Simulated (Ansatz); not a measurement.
Input and command of a calculation in Ansatz (plane waves; scalar-relativistic PAW potentials unless the input names others):

```yaml
crystal:
  lattice:
    - [0.0, 7.3617871012, -7.4744493329]
    - [6.3754946469, -3.6808935506, -7.4744493329]
    - [-6.3754946469, -3.6808935506, -7.4744493329]
  atoms:
    - { symbol: W, position: [0.9988576563, 0.249138193, 0.7475740124] }
    - { symbol: W, position: [0.249138193, 0.9988576563, 0.7475740124] }
    - { symbol: W, position: [0.4986697274, 0.7487796101, 0.747459958] }
    - { symbol: W, position: [0.9991855258, 0.4989675042, 0.4976868548] }
    - { symbol: W, position: [0.7487796101, 0.4986697274, 0.747459958] }
    - { symbol: W, position: [0.2493744765, 0.2493744765, 0.4994363821] }
    - { symbol: W, position: [0.4989675042, 0.9991855258, 0.4976868548] }
    - { symbol: W, position: [0.9984307102, 0.7478344054, 0.2476971431] }
    - { symbol: W, position: [0.7483900143, 0.7483900143, 0.4972239692] }
    - { symbol: W, position: [0.2487641141, 0.4978378929, 0.2470865594] }
    - { symbol: W, position: [0.4978378929, 0.2487641141, 0.2470865594] }
    - { symbol: W, position: [0.9984700349, 0.9984700349, 0.9976655445] }
    - { symbol: W, position: [0.7478344054, 0.9984307102, 0.2476971431] }
    - { symbol: W, position: [0.2486845988, 0.7483506677, 0.9975450905] }
    - { symbol: W, position: [0.4990898312, 0.4990898312, 0.9971858261] }
    - { symbol: W, position: [0.7483506677, 0.2486845988, 0.9975450905] }
    - { symbol: S, position: [0.5941085622, 0.8456517233, 0.3441591108] }
    - { symbol: S, position: [0.8456517233, 0.5941085622, 0.3441591108] }
    - { symbol: S, position: [0.1012363356, 0.3379039486, 0.3400796842], spin: 0.143 }
    - { symbol: S, position: [0.595037257, 0.0950633614, 0.0937517827] }
    - { symbol: S, position: [0.3379039486, 0.1012363356, 0.3400796842], spin: 0.143 }
    - { symbol: S, position: [0.8449725019, 0.8449725019, 0.0942357768] }
    - { symbol: S, position: [0.0950633614, 0.595037257, 0.0937517827] }
    - { symbol: S, position: [0.5953535882, 0.3453970967, 0.8438364035] }
    - { symbol: S, position: [0.3455443766, 0.3455443766, 0.0930523284], spin: 0.143 }
    - { symbol: S, position: [0.8454215369, 0.0955322419, 0.8439820644] }
    - { symbol: S, position: [0.0955322419, 0.8454215369, 0.8439820644] }
    - { symbol: S, position: [0.5951269015, 0.5951269015, 0.5942048647] }
    - { symbol: S, position: [0.3453970967, 0.5953535882, 0.8438364035] }
    - { symbol: S, position: [0.845886013, 0.3453547801, 0.5937209208] }
    - { symbol: S, position: [0.0956357294, 0.0956357294, 0.5948934891] }
    - { symbol: S, position: [0.3453547801, 0.845886013, 0.5937209208] }
    - { symbol: S, position: [0.7351613129, 0.985047532, 0.4844232243] }
    - { symbol: S, position: [0.985047532, 0.7351613129, 0.4844232243] }
    - { symbol: S, position: [0.2355549125, 0.485996529, 0.4839310144] }
    - { symbol: S, position: [0.735072561, 0.2350966447, 0.2342367009] }
    - { symbol: S, position: [0.485996529, 0.2355549125, 0.4839310144] }
    - { symbol: S, position: [0.9847889186, 0.9847889186, 0.2344733059], spin: 0.143 }
    - { symbol: S, position: [0.2350966447, 0.735072561, 0.2342367009] }
    - { symbol: S, position: [0.7356703922, 0.485414188, 0.9841720995] }
    - { symbol: S, position: [0.4853621151, 0.4853621151, 0.2341626106] }
    - { symbol: S, position: [0.9850544281, 0.2351979926, 0.9846655177], spin: 0.143 }
    - { symbol: S, position: [0.2351979926, 0.9850544281, 0.9846655177], spin: 0.143 }
    - { symbol: S, position: [0.7354041758, 0.7354041758, 0.7338387315] }
    - { symbol: S, position: [0.485414188, 0.7356703922, 0.9841720995] }
    - { symbol: S, position: [0.985523096, 0.4860130304, 0.7340845436] }
    - { symbol: S, position: [0.2353272535, 0.2353272535, 0.7365974872] }
    - { symbol: S, position: [0.4860130304, 0.985523096, 0.7340845436] }
    - { symbol: H, position: [0.1971265004, 0.1971265004, 0.2655193139], spin: 0.143 }
  host:
    lattice:
      - [1.5938736617, 0.9202233877, 7.4744493329]
      - [-1.5938736617, 0.9202233877, 7.4744493329]
      - [0.0, -1.8404467753, 7.4744493329]
    atoms:
      - { symbol: W, position: [0.0006774492, 0.0006774492, 0.0006774492] }
      - { symbol: S, position: [0.4040742707, 0.4040742707, 0.4040742707] }
      - { symbol: S, position: [0.2639482801, 0.2639482801, 0.2639482801] }
basis:
  ecutwfc: "22.0 Ry"
  xc_grid: 2
kpoints:
  mp_grid: { grid: [1, 1, 1], shift: [0.0, 0.0, 0.0] }
hamiltonian:
  xc: pbe
  hubbard: { sites: [{ species: W, l: d, u_eff: 1.0 }], double_counting: amf }
scf:
  occupations: { method: gaussian, width: 0.01 }
output:
  forces: true
  eigenvalues: true
magnetization:
  spin_polarized: true
```

```bash
ansatz run input.yaml --threads 4 --pin off --max-ram 10240MiB --backend cpu --events-out ev --progress --plain --runs-dir out
```

Abridged log:
```
Warning: basis.ecutwfc = 299.32524870 eV is below the records' recommended 420 eV, and the density's cutoff is lower with it unless basis.ecutrho_ratio is high enough to keep the records' density cutoff: compare with a run at a higher cutoff
W: projections on atomic orbitals take those of the free atom [Kr 4d10 4f14] 5s2 5p6 5d4 6s2, of charge +0.00 (hamiltonian.pseudopotentials.projection_atoms); the dataset's partial waves leave at most 6.5e-5 of an orbital's norm unspanned inside its sphere
S: projections on atomic orbitals take those of the free atom [Ne] 3s2 3p4, of charge +0.00 (hamiltonian.pseudopotentials.projection_atoms); the dataset's partial waves leave at most 1.6e-7 of an orbital's norm unspanned inside its sphere
H: projections on atomic orbitals take those of the free atom 1s1, of charge +0.00 (hamiltonian.pseudopotentials.projection_atoms); the dataset's partial waves leave at most 1.2e-11 of an orbital's norm unspanned inside its sphere
Pseudopotentials: kind: paw
Pseudopotential: W, paw, valence charge 14, recommended cutoff 420 eV (normal)
Pseudopotential: S, paw, valence charge 6, recommended cutoff 420 eV (normal)
Pseudopotential: H, paw, valence charge 1, recommended cutoff 420 eV (normal)
Functional definition: PBE
Crystal: 49 atoms, lattice volume = 1052.441 Å³
Basis set: ecut = 299.32524870 eV, 12381 PW (Γ), exchange–correlation on 120×120×120 points (8 copies of the dense FFT grid, shifted against one another)
Bands: 259, of which v1, the nominal top of the filled ones, is band 209 counted from 1 (208 counted from 0)
Symmetry: 2 space group operations
Space group: Cm (ITA 8), of the structure as read, at distance tolerance 1.0e-4 Å
Magnetic group: BNS 8.32 (UNI 39), of the structure as read, at distance tolerance 1.0e-4 Å
k-points: 1
Initial density: superposition of atomic densities (chi_scale 0.1, normalization cell)
Starting moments: Σ|m| = 1.001 μB on 7 of 49 sites
Initial wavefunctions: pseudopotential atomic-orbital guess
Functional: x = pbe(κ = 0.804, μ = 0.21951497), c = pbe(β = 0.06672455)
SCF iter   1: F=—  HF=-195082.849181 eV  |F-HF|=—  |Δ(HF+E_count)|=         —  Δρ=2.15e-2 (↑2.10e-2 ↓2.15e-2) dr2=2.11e1  dr2_m=5.20e-2  M=1.000 μB ∫|m|=1.064 μB  β_m=0.30  ethr=3.10e-3  ⟨swp⟩=7.0  Hψ=2071  notcnv=0  defer=19
spin=Collinear: Resta preconditioning applied to the charge; magnetization (m = ρ↑ − ρ↓) channel mixes plain (no charge-response kernel on spin).
SCF iter   2: F=—  HF=-195079.104116 eV  |F-HF|=—  |Δ(HF+E_count)|=    3.75e0  Δρ=1.41e-2 (↑1.39e-2 ↓1.41e-2) dr2=9.57e0  dr2_m=3.04e-2  M=1.000 μB ∫|m|=1.075 μB  β_m=0.30  ethr=3.10e-3  ⟨swp⟩=2.0  Hψ=619  notcnv=0  defer=78
SCF iter   3: F=—  HF=-195077.117032 eV  |F-HF|=—  |Δ(HF+E_count)|=    1.99e0  Δρ=6.04e-3 (↑6.04e-3 ↓5.87e-3) dr2=2.64e0  dr2_m=1.87e-2  M=1.000 μB ∫|m|=1.095 μB  β_m=0.30  ethr=2.29e-3  ⟨swp⟩=2.0  Hψ=702  notcnv=0  defer=78
SCF iter   4: F=—  HF=-195076.794325 eV  |F-HF|=—  |Δ(HF+E_count)|=   3.23e-1  Δρ=2.74e-3 (↑2.59e-3 ↓2.74e-3) dr2=3.23e-1  dr2_m=1.17e-2  M=1.000 μB ∫|m|=1.112 μB  β_m=0.30  ethr=6.32e-4  ⟨swp⟩=2.0  Hψ=778  notcnv=0  defer=78
   ...
  atom   2  W      0.00032007     0.01019126    -0.01662968
  atom   3  W      0.02167500    -0.00806530    -0.00236120
  atom   4  W     -0.01669647     0.01009256    -0.02365599
  atom   5  W      0.00385274     0.02280375    -0.00236120
  atom   6  W     -0.00871799    -0.00503334    -0.00981069
  atom   7  W      0.00039217    -0.01950585    -0.02365599
  atom   8  W     -0.00547205     0.00561113    -0.01664091
  atom   9  W      0.02138880     0.01234883    -0.00732762
  atom  10  W      0.03550544    -0.00378582    -0.01623075
  atom  11  W      0.01447410     0.03264152    -0.01623075
  atom  12  W     -0.00530792    -0.00306453    -0.02230748
  atom  13  W      0.00212335    -0.00754450    -0.01664091
  atom  14  W     -0.00358277     0.00301502    -0.01459384
  atom  15  W     -0.01695123    -0.00978680    -0.01300640
  atom  16  W      0.00081970    -0.00461028    -0.01459384
  atom  17  S     -0.00061283     0.00676308    -0.04318331
  atom  18  S      0.00555059    -0.00391227    -0.04318331
  atom  19  S      0.01081025    -0.04164578    -0.03357271
  atom  20  S     -0.00440949    -0.00631891    -0.05853220
  atom  21  S     -0.03066118     0.03018484    -0.03357271
  atom  22  S      0.00988336     0.00570616    -0.03727841
  atom  23  S     -0.00767708    -0.00065928    -0.05853220
  atom  24  S     -0.00004184    -0.00148157    -0.04821044
  atom  25  S      0.02654951     0.01532837    -0.06548705
  atom  26  S      0.00105079     0.00285730    -0.04371903
  atom  27  S      0.00299989    -0.00051864    -0.04371903
  atom  28  S     -0.00133746    -0.00077218    -0.04914420
  atom  29  S     -0.00130399     0.00070455    -0.04821044
  atom  30  S      0.00059197    -0.00138252    -0.05490788
  atom  31  S      0.00114200     0.00065934    -0.04974952
  atom  32  S     -0.00090131     0.00120392    -0.05490788
  atom  33  S      0.00234414    -0.00108345     0.06456610
  atom  34  S      0.00023377     0.00257181     0.06456610
  atom  35  S     -0.00095363     0.01117478     0.05678344
  atom  36  S     -0.00221995    -0.01196367     0.05592563
  atom  37  S      0.00920083    -0.00641326     0.05678344
  atom  38  S      0.00242461     0.00139985     0.05993431
  atom  39  S     -0.01147082     0.00405930     0.05592563
  atom  40  S      0.00297706    -0.00101602     0.06798550
  atom  41  S     -0.01158522    -0.00668873     0.06519424
  atom  42  S     -0.00343323     0.00434312     0.06276350
  atom  43  S      0.00204464    -0.00514482     0.06276350
  atom  44  S     -0.00385038    -0.00222302     0.04362324
  atom  45  S      0.00060863     0.00308622     0.06798550
  atom  46  S     -0.01307247     0.00183547     0.05533133
  atom  47  S      0.00299094     0.00172682     0.06419762
  atom  48  S     -0.00494667    -0.01223882     0.05533133
  atom  49  H     -0.03573068    -0.02062912     0.03892866
Occupation matrices written to <dir>
```

Apart from outputs, empty bands and the relaxation, which only the reference makes, the input differs from a reference run on usual settings in hamiltonian.hubbard: not typed → {"sites": [{"species": "W", "l": "d", "u_eff": 1.0}], "double_counting": "amf"}; kpoints.mp_grid.grid: [2, 2, 2] → [1, 1, 1]; basis.ecutwfc: 420 → "22.0 Ry". The reference, at the same geometry, ended its own course with largest force 0.021 eV/Å, gap on the mesh 0.40 eV. This run converged in 17 SCF iterations with an energy at zero smearing 0.27 meV/atom below the reference's (the Hamiltonian itself differs), largest force 0.072 eV/Å, gap on the mesh 0.51 eV. Its k mesh and cutoff are looser than usual. The Hamiltonian differs as well, so the change in the result can't be put down to that alone.

Time: 26 s on 4 threads of Intel(R) Xeon(R) Processor @ 2.50GHz (Skylake/Cascade Lake), with other jobs on the host, peak memory 1.3 GiB.